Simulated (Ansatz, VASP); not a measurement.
**MnO2 in VASP and in Ansatz**

The input INCAR:

```
SYSTEM = MnO2
PREC = Accurate ; ENCUT = 520
EDIFF = 1E-6 ; ISMEAR = -1
SIGMA = 0.05 ; LREAL = .False.
LASPH = .True. ; NELM = 100
ALGO = Fast ; ISIF = 2
LWAVE = .False. ; LCHARG = .False.
ISPIN = 2 ; MAGMOM = 4 4 0 0 0 0
LORBIT = 11 ; LMAXMIX = 4
GGA = PE ; NBANDS = 38
```

The input KPOINTS:

```
Automatic mesh
0
Gamma
  7 5 4
  0 0 0
```

Contents of POSCAR:

```
MnO2
1.0
    2.9041580000     -0.0580831600      0.0000000000
   -0.0768962000      3.8448100000      0.0000000000
    0.0000000000      0.0000000000      6.1642640000
Mn O
2 4
Direct
    0.5000000000      0.5000000000      0.3433015000
    0.0000000000      0.0000000000      0.6566985000
    0.5000000000      0.0000000000      0.8375675000
    0.0000000000      0.5000000000      0.1624325000
    0.5000000000      0.0000000000      0.4217995000
    0.0000000000      0.5000000000      0.5782005000
```

input.yaml

```yaml
crystal:
  lattice:
    - [2.904158, -0.05808316, 0.0]
    - [-0.0768962, 3.84481, 0.0]
    - [0.0, 0.0, 6.164264]
  atoms:
    - { symbol: Mn, position: [0.5, 0.5, 0.3433015], spin: 4.0 }
    - { symbol: Mn, position: [0.0, 0.0, 0.6566985], spin: 4.0 }
    - { symbol: O, position: [0.5, 0.0, 0.8375675] }
    - { symbol: O, position: [0.0, 0.5, 0.1624325] }
    - { symbol: O, position: [0.5, 0.0, 0.4217995] }
    - { symbol: O, position: [0.0, 0.5, 0.5782005] }
hamiltonian:
  xc: pbe
  pseudopotentials: { kind: paw }
magnetization:
  spin_polarized: true
kpoints:
  mp_grid: { grid: [7, 5, 4] }
scf:
  occupations: { method: fermi_dirac, width: 0.05 }
output:
  forces: true
  stress: true
  eigenvalues: true
```

Change from the starting cell: strain = -0.04.

Alike in both runs: task single point; functional PBE; k mesh 7 × 5 × 4; occupations fermi-dirac, width 0.05 eV; collinear spin, ferromagnetic start.

|  | VASP | Ansatz |
| --- | --- | --- |
| version | VASP 6.6.1 | Ansatz 0.2.0 |
| potentials or method | VASP PAW PBE potentials, release 64 (Mn_pv, O) | Ansatz PAW |
| plane-wave cutoff (eV) | 520 | 420 |
| valence electrons in the cell | 50 | 54 |

```tsv
	VASP	Ansatz	Ansatz less VASP
gap on the k mesh at the Fermi level (eV)	none	none	-
pressure (GPa)	-6.4	-7.2	-0.79
largest component of the traceless stress (GPa)	3.77	4.21	+0.433
rms of the force components (eV/Å)	0.253	0.302	+0.0492
net moment per atom (μB)	1.00	1.00	0.000
size of the moment on the site where the two differ most (μB)	2.79	2.41	-0.381
```

Site moments also hang on the region over which each program counts them. Atom by atom the forces differ by 0.049 eV/Å (rms over components). A gap of «none» marks a metal or a gap that the smearing closes. The two sets of potentials don't hold the same shells in valence.

Caveats: semilocal functionals often make such compounds metallic where correlation or magnetic order opens a gap, which also shifts bond lengths; only a ferromagnetic start was run, and an antiferromagnetic order may lie lower in energy; the pressure holds a Pulay correction of +0.7 GPa for the finite cutoff (Ansatz).
